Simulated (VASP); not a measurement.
# MnO2 (P4_2/mnm) in VASP: notebook

Runs on MnO2. Level: PBE+U. Tasks: single point.

All numbers are computed with VASP 6.6.1; they aren't measurements. Logs are shortened: lines on timing, memory, paths and dates and some standing lists are left out, and cuts for length are marked.

### 1 The crystal as given

Symmetry: P4_2/mnm, No. 136, tetragonal system. Conventional cell: a = 4.396 Å, b = 4.396 Å, c = 2.871 Å, α = 90.00°, β = 90.00°, γ = 90.00°. Around Mn (site symmetry mmm) lie 6 O at 1.88 to 1.89 Å. Around O (site symmetry m2m) lie 3 Mn at 1.88 to 1.89 Å.

### 2 Single point, PBE+U, collinear spin, typed start

The input, INCAR:

```
PREC = Accurate
ENCUT = 520
EDIFF = 1E-6
ISMEAR = 0
SIGMA = 0.05
LREAL = F
LASPH = T
NELM = 150
ALGO = Normal
ISIF = 2
LWAVE = F
LCHARG = F
ISPIN = 2
MAGMOM = 3 -3 0 0 0 0
LORBIT = 11
LMAXMIX = 4
LDAU = T
LDAUTYPE = 2
LDAUL = 2 -1
LDAUU = 2 0
LDAUJ = 0 0
LDAUPRINT = 1
GGA = PE
NBANDS = 38
```

The input, KPOINTS:

```
regular mesh
0
Gamma
  4 4 7
```

The input, POSCAR:

```
MnO2
1.0
    4.3959987700      0.0000000000      0.0000000000
    0.0000000000      4.3959987700      0.0000000000
    0.0000000000      0.0000000000      2.8709991900
Mn O
2 4
Direct
    0.0000000000      0.0000000000      0.0000000000
    0.5000000000      0.5000000000      0.5000000000
    0.3020000000      0.3020000000      0.0000000000
    0.1980000000      0.8020000000      0.5000000000
    0.6980000000      0.6980000000      0.0000000000
    0.8020000000      0.1980000000      0.5000000000
```

Potentials or basis: VASP PAW PBE potentials, release 64 (Mn_pv, O).

The run is started by

```bash
cat potpaw_PBE.64/Mn_pv/POTCAR potpaw_PBE.64/O/POTCAR > POTCAR
mpirun -np 1 vasp_std > vasp.out
```

OUTCAR:

```text
PREC = Accurate
   ENCUT = 520
   EDIFF = 1E-6
   ISMEAR = 0
   LREAL = F
   LASPH = T
   NELM = 150
   ISIF = 2
   ISPIN = 2
   LORBIT = 11
   GGA = PE

 ion  position               nearest neighbor table
   1  0.000  0.000  0.000-   3 1.88   5 1.88   4 1.89   6 1.89   4 1.89   6 1.89
   2  0.500  0.500  0.500-   4 1.88   6 1.88   5 1.89   3 1.89   3 1.89   5 1.89
   3  0.302  0.302  0.000-   1 1.88   2 1.89   2 1.89
   4  0.198  0.802  0.500-   2 1.88   1 1.89   1 1.89
   5  0.698  0.698  0.000-   1 1.88   2 1.89   2 1.89
   6  0.802  0.198  0.500-   2 1.88   1 1.89   1 1.89

  LATTYP: Found a simple tetragonal cell.
 ALAT       =     4.3959987700
 C/A-ratio  =     0.6530937200

  Lattice vectors:

 A1 = (   4.3959987700,   0.0000000000,   0.0000000000)
 A2 = (   0.0000000000,   4.3959987700,   0.0000000000)
 A3 = (   0.0000000000,   0.0000000000,   2.8709991900)

Analysis of symmetry for initial positions (statically):
=====================================================================
 Subroutine PRICEL returns:
 Original cell was already a primitive cell.

 Routine SETGRP: Setting up the symmetry group for a
 simple tetragonal supercell.

 Subroutine GETGRP returns: Found 16 space group operations
 (whereof  8 operations were pure point group operations)
 out of a pool of 16 trial point group operations.

The static configuration has the point symmetry D_2h.
 The point group associated with its full space group is D_4h.

Analysis of symmetry for dynamics (positions and initial velocities):
=====================================================================
 Subroutine PRICEL returns:
 Original cell was already a primitive cell.

 Routine SETGRP: Setting up the symmetry group for a
 simple tetragonal supercell.

 Subroutine GETGRP returns: Found 16 space group operations
 (whereof  8 operations were pure point group operations)
 out of a pool of 16 trial point group operations.

The dynamic configuration has the point symmetry D_2h.
 The point group associated with its full space group is D_4h.

Analysis of structural, dynamic, and magnetic symmetry:
=====================================================================
 Subroutine PRICEL returns:
 Original cell was already a primitive cell.

 Routine SETGRP: Setting up the symmetry group for a
 simple tetragonal supercell.

 Subroutine GETGRP returns: Found 16 space group operations
 (whereof  8 operations were pure point group operations)
 out of a pool of 16 trial point group operations.

The overall configuration has the point symmetry D_2h.
 The point group associated with its full space group is D_4h.

 Subroutine INISYM returns: Found 16 space group operations
 (whereof  8 operations are pure point group operations),
 and found     1 'primitive' translations

----------------------------------------------------------------------------------------

                                     Primitive cell

  volume of cell :      55.4815

  direct lattice vectors                    reciprocal lattice vectors
     4.395998770  0.000000000  0.000000000     0.227479590  0.000000000  0.000000000
     0.000000000  4.395998770  0.000000000     0.000000000  0.227479590  0.000000000
     0.000000000  0.000000000  2.870999190     0.000000000  0.000000000  0.348310791
[... 162 lines left out ...]
  o =  0.3547  v =  0.0000  0.0000  0.0000  0.0000  0.0000  0.0000 -0.7071 -0.0000  0.7071  0.0000      0.0000  0.0000  0.0000  0.0000  0.0000  0.0000  0.0000  0.0000  0.0000  0.0000
  o =  0.4670  v = -0.8575  0.0000  0.5145  0.0000  0.0000  0.0000  0.0000  0.0000  0.0000  0.0000      0.0000  0.0000  0.0000  0.0000  0.0000  0.0000  0.0000  0.0000  0.0000  0.0000
  o =  0.4725  v =  0.0000 -0.7071  0.0000  0.7071 -0.0000  0.0000  0.0000  0.0000  0.0000  0.0000      0.0000  0.0000  0.0000  0.0000  0.0000  0.0000  0.0000  0.0000  0.0000  0.0000
  o =  0.9524  v = -0.5145  0.0000 -0.8575  0.0000 -0.0000  0.0000  0.0000  0.0000  0.0000  0.0000      0.0000  0.0000  0.0000  0.0000  0.0000  0.0000  0.0000  0.0000  0.0000  0.0000
  o =  0.9548  v =  0.0000 -0.7071  0.0000 -0.7071 -0.0000  0.0000  0.0000  0.0000  0.0000  0.0000      0.0000  0.0000  0.0000  0.0000  0.0000  0.0000  0.0000  0.0000  0.0000  0.0000
  o =  0.9561  v =  0.0000  0.0000  0.0000  0.0000 -1.0000  0.0000  0.0000  0.0000  0.0000  0.0000      0.0000  0.0000  0.0000  0.0000  0.0000  0.0000  0.0000  0.0000  0.0000  0.0000

atom =   2  type =  1  l = 2

 onsite density matrix

spin component  1

  0.2724  0.0000  0.1180  0.0000  0.0000
  0.0000  0.2512  0.0000  0.1035  0.0000
  0.1180  0.0000  0.1541  0.0000 -0.0000
  0.0000  0.1035  0.0000  0.2512  0.0000
  0.0000  0.0000 -0.0000  0.0000  0.1707

spin component  2

  0.5955  0.0000 -0.2141  0.0000 -0.0000
  0.0000  0.7136  0.0000 -0.2412  0.0000
 -0.2141  0.0000  0.8239  0.0000 -0.0000
  0.0000 -0.2412  0.0000  0.7136  0.0000
 -0.0000  0.0000 -0.0000  0.0000  0.9561

 occupancies and eigenvectors

  o =  0.0813  v = -0.5252  0.0000  0.8510 -0.0000  0.0000  0.0000  0.0000  0.0000  0.0000  0.0000      0.0000  0.0000  0.0000  0.0000  0.0000  0.0000  0.0000  0.0000  0.0000  0.0000
  o =  0.1477  v = -0.0000 -0.7071  0.0000  0.7071  0.0000  0.0000  0.0000  0.0000  0.0000  0.0000      0.0000  0.0000  0.0000  0.0000  0.0000  0.0000  0.0000  0.0000  0.0000  0.0000
  o =  0.1707  v = -0.0000 -0.0000  0.0000  0.0000 -1.0000  0.0000  0.0000  0.0000  0.0000  0.0000      0.0000  0.0000  0.0000  0.0000  0.0000  0.0000  0.0000  0.0000  0.0000  0.0000
  o =  0.3452  v = -0.8510 -0.0000 -0.5252 -0.0000  0.0000  0.0000  0.0000  0.0000  0.0000  0.0000      0.0000  0.0000  0.0000  0.0000  0.0000  0.0000  0.0000  0.0000  0.0000  0.0000
  o =  0.3547  v =  0.0000 -0.7071  0.0000 -0.7071 -0.0000  0.0000  0.0000  0.0000  0.0000  0.0000      0.0000  0.0000  0.0000  0.0000  0.0000  0.0000  0.0000  0.0000  0.0000  0.0000
  o =  0.4670  v =  0.0000  0.0000  0.0000  0.0000  0.0000  0.8575 -0.0000  0.5145 -0.0000  0.0000      0.0000  0.0000  0.0000  0.0000  0.0000  0.0000  0.0000  0.0000  0.0000  0.0000
  o =  0.4725  v =  0.0000  0.0000  0.0000  0.0000  0.0000  0.0000  0.7071  0.0000  0.7071  0.0000      0.0000  0.0000  0.0000  0.0000  0.0000  0.0000  0.0000  0.0000  0.0000  0.0000
  o =  0.9524  v =  0.0000  0.0000  0.0000  0.0000  0.0000 -0.5145 -0.0000  0.8575  0.0000  0.0000      0.0000  0.0000  0.0000  0.0000  0.0000  0.0000  0.0000  0.0000  0.0000  0.0000
  o =  0.9548  v =  0.0000  0.0000  0.0000  0.0000  0.0000 -0.0000  0.7071  0.0000 -0.7071 -0.0000      0.0000  0.0000  0.0000  0.0000  0.0000  0.0000  0.0000  0.0000  0.0000  0.0000
  o =  0.9561  v =  0.0000  0.0000  0.0000  0.0000  0.0000 -0.0000 -0.0000  0.0000  0.0000 -1.0000      0.0000  0.0000  0.0000  0.0000  0.0000  0.0000  0.0000  0.0000  0.0000  0.0000

 number of electron      49.9999990 magnetization       0.0000000

 Free energy of the ion-electron system (eV)
  ---------------------------------------------------
  ext. energy  EPLUGINS =         0.00000000
  ---------------------------------------------------
  free energy    TOTEN  =       -44.91965336 eV

  energy without entropy =      -44.91964715  energy(sigma->0) =      -44.91965025

 E-fermi :   5.2957     XC(G=0): -12.0336

 val. band max:        5.1906906396   @ k =   0.5000   0.5000   0.0000
 cond. band min:       5.4014115479   @ k =   0.0000   0.0000   0.0000
 fundamental gap:      0.2107209083
 Fermi energy:         5.2956507089

 spin component 1

 k-point     1 :       0.0000    0.0000    0.0000
  band No.  band energies     occupation
      1     -45.5511      1.00000
      2     -45.4744      1.00000
      3     -45.4040      1.00000
      4     -42.4919      1.00000
      5     -42.4255      1.00000
      6     -42.4228      1.00000
[... 949 lines left out ...]
     36      18.8722      0.00000
     37      20.7096      0.00000
 Fermi energy:         5.2956507089

 spin component 2

 k-point     1 :       0.0000    0.0000    0.0000
  band No.  band energies     occupation
      1     -45.5511      1.00000
      2     -45.4744      1.00000
      3     -45.4040      1.00000
      4     -42.4919      1.00000
      5     -42.4255      1.00000
      6     -42.4228      1.00000
[... 949 lines left out ...]
     36      18.8722      0.00000
     37      20.7096      0.00000
 [bands above 37 left out]

------------------------ aborting loop because EDIFF is reached ----------------------------------------

  FORCE on cell =-STRESS in cart. coord.  units (eV):
  Direction    XX          YY          ZZ          XY          YZ          ZX
  --------------------------------------------------------------------------------------
  -------------------------------------------------------------------------------------
  Total        2.3374327      2.3374327      2.3450818      0.0000000      0.0000000      0.0000000
  in kB       67.4996460     67.4996460     67.7205352      0.0000000      0.0000000      0.0000000
  external PRESSURE =      67.5732758 kB  Pullay stress =       0.0000000 kB

 VOLUME and BASIS-vectors are now :
 -----------------------------------------------------------------------------
  energy-cutoff  :      520.00
  volume of cell :       55.48
      direct lattice vectors                 reciprocal lattice vectors
     4.395998770  0.000000000  0.000000000     0.227479590  0.000000000  0.000000000
     0.000000000  4.395998770  0.000000000     0.000000000  0.227479590  0.000000000
     0.000000000  0.000000000  2.870999190     0.000000000  0.000000000  0.348310791

 POSITION                                       TOTAL-FORCE (eV/Angst)
 -----------------------------------------------------------------------------------
      0.00000      0.00000      0.00000        -0.000000      0.000000     -0.000000
      2.19800      2.19800      1.43550        -0.000000      0.000000     -0.000000
      1.32759      1.32759      0.00000         0.287866      0.287866     -0.000000
      0.87041      3.52559      1.43550        -0.287866      0.287866     -0.000000
      3.06841      3.06841      0.00000        -0.287866     -0.287866      0.000000
      3.52559      0.87041      1.43550         0.287866     -0.287866     -0.000000
 -----------------------------------------------------------------------------------
    total drift:                                0.000000      0.000000      0.000000

  FREE ENERGIE OF THE ION-ELECTRON SYSTEM (eV)
  ---------------------------------------------------
  free  energy   TOTEN  =       -44.9196533578 eV

  energy  without entropy=      -44.9196471493  energy(sigma->0) =      -44.91965025

 total charge

# of ion       s       p       d       tot
------------------------------------------
    1        0.357   6.472   4.868  11.697
    2        0.357   6.472   4.868  11.697
    3        1.568   3.474   0.000   5.042
    4        1.568   3.474   0.000   5.042
    5        1.568   3.474   0.000   5.042
    6        1.568   3.474   0.000   5.042
--------------------------------------------------
tot          6.985  26.841   9.736  43.562

 magnetization (x)

# of ion       s       p       d       tot
------------------------------------------
    1        0.014   0.024   2.702   2.740
    2       -0.014  -0.024  -2.702  -2.740
    3       -0.001  -0.023   0.000  -0.024
    4        0.001   0.023   0.000   0.024
    5       -0.001  -0.023   0.000  -0.024
    6        0.001   0.023   0.000   0.024
--------------------------------------------------
tot          0.000   0.000  -0.000  -0.000
```

It took 1.7 min on 1 thread of Intel Xeon Platinum 8259CL at 2.50GHz (Skylake/Cascade Lake), shared host; peak memory 0.23 GiB.

What came out:

```
Free energy                                           : -44.9197 eV
Pressure                                              : 6.8 GPa
Largest force                                         : 0.407 eV/Å
Band gap on the k mesh                                : 0.21 eV, indirect (least direct gap 0.24 eV)
Net moment                                            : 0.00 μB per cell
Site moments                                          : Mn +2.74, -2.74; O -0.02, +0.02 μB
Valence electrons inside the program's atomic spheres : Mn 11.70; O 5.04
```

Forces on the atoms (eV/Å):
```
Mn   0.000  0.000  0.000
Mn   0.000  0.000  0.000
O    0.288  0.288  0.000
O   -0.288  0.288  0.000
O   -0.288 -0.288  0.000
O    0.288 -0.288  0.000
```

Eigenvalues of the final occupation matrices:
```
    site  spin  trace               eigenvalues
site 1 d     1   3.80  0.47 0.47 0.95 0.95 0.96
site 1 d     2   1.10  0.08 0.15 0.17 0.35 0.35
site 2 d     1   1.10  0.08 0.15 0.17 0.35 0.35
site 2 d     2   3.80  0.47 0.47 0.95 0.95 0.96
```

Caveat: an odd mesh through Γ misses points on the zone boundary, where band edges often lie.

### 3 Single point, PBE+U, collinear spin, twin_end start

The input, INCAR:

```
SYSTEM = MnO2
PREC     = Accurate       ! precision mode
ENCUT    = 520            ! plane-wave cutoff, eV
EDIFF    = 1E-6           ! SCF threshold, eV
ISMEAR   = 0              ! smearing method
SIGMA    = 0.05           ! smearing width, eV
LREAL    = .False.        ! projectors in reciprocal space
LASPH    = .True.         ! aspherical terms in the spheres
NELM     = 150            ! most SCF steps
ALGO     = Normal         ! electronic algorithm
ISIF     = 2              ! what is computed and relaxed
LWAVE    = .False.        ! write WAVECAR
LCHARG   = .False.        ! write CHGCAR
ISPIN    = 2              ! spin polarisation
MAGMOM   = 2.64 -2.64 -0.03 0.03 -0.03 0.03 ! initial moments
LORBIT   = 11             ! projections on sites
LMAXMIX  = 4              ! l up to which the mixer works
LDAU     = .True.         ! DFT+U
LDAUTYPE = 2            
LDAUL    = 2 -1           ! shell
LDAUU    = 2 0            ! U, eV
LDAUJ    = 0 0          
LDAUPRINT= 1            
GGA      = PE             ! functional
NBANDS   = 38             ! bands
```

The input, KPOINTS:

```
Automatic mesh
0
Gamma
  4 4 7
  0 0 0
```

POSCAR is that of step 2.

Potentials or basis: VASP PAW PBE potentials, release 64 (Mn_pv, O).

The run is started by

```bash
cat potpaw_PBE.64/Mn_pv/POTCAR potpaw_PBE.64/O/POTCAR > POTCAR
mpirun -np 1 vasp_std > vasp.out
```

Run time: 1.9 min. Hardware: 1 thread of Intel Xeon Platinum 8259CL at 2.50GHz (Skylake/Cascade Lake), shared host; peak memory 0.23 GiB.

Results (log left out):

```
Free energy                                           : -44.9197 eV
Pressure                                              : 6.8 GPa
Largest force                                         : 0.407 eV/Å
Band gap on the k mesh                                : 0.21 eV, indirect (least direct gap 0.24 eV)
Net moment                                            : 0.00 μB per cell
Site moments                                          : Mn +2.74, -2.74; O -0.02, +0.02 μB
Valence electrons inside the program's atomic spheres : Mn 11.70; O 5.04
```

Forces in eV/Å, atoms in the order of the input:
```
Mn   0.000  0.000  0.000
Mn   0.000  0.000  0.000
O    0.288  0.288  0.000
O   -0.288  0.288  0.000
O   -0.288 -0.288  0.000
O    0.288 -0.288  0.000
```

Levels at points of the mesh, in eV from the valence-band top:
Spin up:
```
           k point  band 21  band 22  band 23  band 24  band 25  band 26  band 27  band 28  band 29  band 30
(0.00, 0.00, 0.00)    -2.11    -1.33    -0.82    -0.76    -0.14     0.21     0.93     1.67     2.60     3.42
(0.50, 0.00, 0.00)    -2.50    -1.47    -1.29    -1.07    -0.82     1.57     1.95     2.47     2.53     2.62
(0.50, 0.50, 0.00)    -2.28    -2.20    -1.84    -1.81     0.00     0.24     0.91     2.56     2.82     3.37
```
Spin down:
| k point | band 23 | band 24 | band 25 | band 26 | band 27 | band 28 |
| --- | --- | --- | --- | --- | --- | --- |
| (0.00, 0.00, 0.00) | -0.82 | -0.76 | -0.14 | 0.21 | 0.93 | 1.67 |
| (0.50, 0.00, 0.00) | -1.29 | -1.07 | -0.82 | 1.57 | 1.95 | 2.47 |
| (0.50, 0.50, 0.00) | -1.84 | -1.81 | 0.00 | 0.24 | 0.91 | 2.56 |

Eigenvalues of the final occupation matrices:
| site | spin | trace | eigenvalues |
| --- | --- | --- | --- |
| site 1 d | 1 | 3.80 | 0.47 0.47 0.95 0.95 0.96 |
| site 1 d | 2 | 1.10 | 0.08 0.15 0.17 0.35 0.35 |
| site 2 d | 1 | 1.10 | 0.08 0.15 0.17 0.35 0.35 |
| site 2 d | 2 | 3.80 | 0.47 0.47 0.95 0.95 0.96 |

Caveat: an odd mesh through Γ misses points on the zone boundary, where band edges often lie.
